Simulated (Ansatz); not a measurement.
# Trial structures of BAs2: starts and ends

Computed with DFT PBE, scalar-relativistic, plane waves, PAW in Ansatz. Settings: cutoff 420 eV, Γ-centred meshes spaced at most about 0.3 Å⁻¹, and about 0.25 Å⁻¹ or finer for metals (2π included), Gaussian smearing. No spin polarisation in the final relaxations.

Each guess was relaxed in cell and atoms at zero pressure, within the symmetry of its start. Temperature and zero-point effects are left out. Coordination counts As atoms around B (those within 1.25 times the shortest such distance or 1.15 times the sum of covalent radii, 1.27 where that leaves under three; the shortest distance is added where it exceeds 1.18 times the sum of covalent radii; a slash parts the counts of unlike sites).

```
guess    made from  start group  V start (Å³/atom)               end group  V end (Å³/atom)  coordination at the end  gap on mesh (eV)  E over the lowest end (meV/atom)
    1     K2O type        Fm-3m               15.1        Fm-3m (fluorite)             16.2           B 8 from 2.5 Å                 0                               524
    2  random cell       I4/mmm               17.7                  I4/mmm             19.4                      B 4                 0                                 0
    3   Ga2Cu type       P4/mmm               17.3                  P4/mmm             19.5           B 8 from 2.5 Å                 0                               377
    4  random cell       P6/mmm               18.0                       ?                ?                        ?                 ?                                 ?
    5  random cell        F-43m               20.0                   F-43m             25.9        B 4/12 from 3.6 Å                 0                               926
    6    FeI2 type        P-3m1               17.2  P-3m1 (cadmium iodide)             15.0                      B 6                 0                                32
```

Guess 4 as it starts:

```
CELL_PARAMETERS angstrom
3.65995 0.00000 0.00000
-1.82998 3.16961 0.00000
0.00000 0.00000 4.65865
ATOMIC_POSITIONS crystal
B 0.00000 0.00000 0.00000
As 0.33333 0.66667 0.50000
As 0.66667 0.33333 0.50000
```

Q: Predict the end of this guess and its energy over the lowest end.

A: It ends in space group P6/mmm (No. 191), with a = 4.615 Å, c = 2.660 Å, 16.4 Å³/atom and no gap. It lies 0.82 eV/atom over the lowest end, above guess 1 and below guess 5. Counting As atoms around B, this end has B 12 from 3.0 Å and the lowest (guess 2) has B 4. The lowest (guess 2) holds B–B pairs (shortest 1.64 Å) and As–As units of three or more atoms (shortest 2.57 Å); in this end the shortest B–B distance is 2.66 Å and the shortest As–As distance is 2.66 Å, near bonding range too.

```xyz
3
Lattice="4.6153 0.0000 0.0000 -2.3077 3.9970 0.0000 0.0000 0.0000 2.6600" Properties=species:S:1:pos:R:3 pbc="T T T"
B     0.0000    0.0000    0.0000
As    0.0000    2.6647    1.3300
As    2.3077    1.3323    1.3300
```

Energies over the elements count from the elements' standard structures at the same level, with no fitted energy shifts.

Q: Is the lowest end bound against the elements?

A: No: its formation energy is +0.52 eV/atom. The separate elements lie lower, so it is unstable against them.

No dispersion correction is applied, so the spacing and binding between layers, chains or molecules are poorly described (I4/mmm, P4/mmm), and this can change margins and order among such cells. In P-3m1, P4/mmm, Fm-3m, P6/mmm an odd number of electrons in the primitive cell allows no gap without spin; a larger cell or a magnetic state could open one. A magnetic state wasn't ruled out in cells without spin, among them P-3m1, P4/mmm, Fm-3m, P6/mmm. The reference form of As is held partly by dispersion forces, which this level lacks. Cells relaxed within their symmetry can be saddle points. A lower structure may well exist outside this small set. Some types were kept out of the candidates beforehand, so the set may lack a known form.
